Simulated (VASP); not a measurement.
Here is a VASP 6.6.1 calculation.

File INCAR:

```
  PREC = Accurate
  ENCUT = 520
  EDIFF = 1E-7
  ISMEAR = -1
  SIGMA = 0.05
  LREAL = F
  LASPH = T
  NELM = 100
  ALGO = Normal
  ISIF = 2
  LWAVE = F
  LCHARG = F
  ISPIN = 2
  MAGMOM = 2 1
  LORBIT = 11
  LMAXMIX = 4
  GGA = PS
  NBANDS = 22
```

Contents of KPOINTS:

```
regular mesh
0
Gamma
  9 9 9
```

Contents of POSCAR:

```
TiCo
1.0
    2.9861109900      0.0000000000      0.0000000000
    0.0000000000      2.9861109900      0.0000000000
    0.0000000000      0.0000000000      2.9861109900
Co Ti
1 1
Direct
    0.5000000000      0.5000000000      0.5000000000
    0.0000000000      0.0000000000      0.0000000000
```

Potentials or basis: VASP PAW PBE potentials, release 64 (Co, Ti_sv).

Run with:

```console
$ cat potpaw_PBE.64/Co/POTCAR potpaw_PBE.64/Ti_sv/POTCAR > POTCAR
$ mpirun -np 1 vasp_std > vasp.out
```

Q: What does it give for the site moments?

A: Co +0.74; Ti -0.03 μB.

Q: Predict the pressure.

A: -8.6 GPa.

Caveat: the PAW data sets were made with another functional, which shifts forces and pressure a little.
